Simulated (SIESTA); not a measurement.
Te:

```
Te
1.0
     4.45400    0.00000    0.00000
    -2.22700    3.85728    0.00000
     0.00000    0.00000    5.92400
Te
3
Direct
  0.73100 0.73100 0.00000
  0.00000 0.26900 0.66667
  0.26900 0.00000 0.33333
```

Program: SIESTA 5.4.2. Alike in all runs: task band structure; no spin polarisation; cell as given; k mesh 7 × 7 × 5; smearing fermi-dirac 0.05 eV; grid cutoff 500 Ry.

**Question.** Order these runs on this cell by their pressure, lowest first.
A. level BLYP; potentials or basis PseudoDojo 0.4 standard (PBE files), DZP (energy shift 0.003 Ry; two zetas on semicore shells); energy shift 0.003 Ry
B. level PBEsol; potentials or basis PseudoDojo 0.4 standard (PBEsol files), DZP (energy shift 0.002 Ry); energy shift 0.002 Ry
C. level PBE; potentials or basis PseudoDojo 0.4 standard (PBE files), DZP (energy shift 0.003 Ry; two zetas on semicore shells); energy shift 0.003 Ry

**Answer.** B (0.8 GPa), C (2.8 GPa), A (6.4 GPa).

Caveats: the basis of atomic orbitals isn't converged, which shifts pressures, moduli and gaps; semicore shells carry a single zeta, which can move pressures by several GPa and volumes by a few percent (some runs); the potentials were made for another functional, which shifts forces and pressure (some runs).

Not every run made on this cell is shown here.
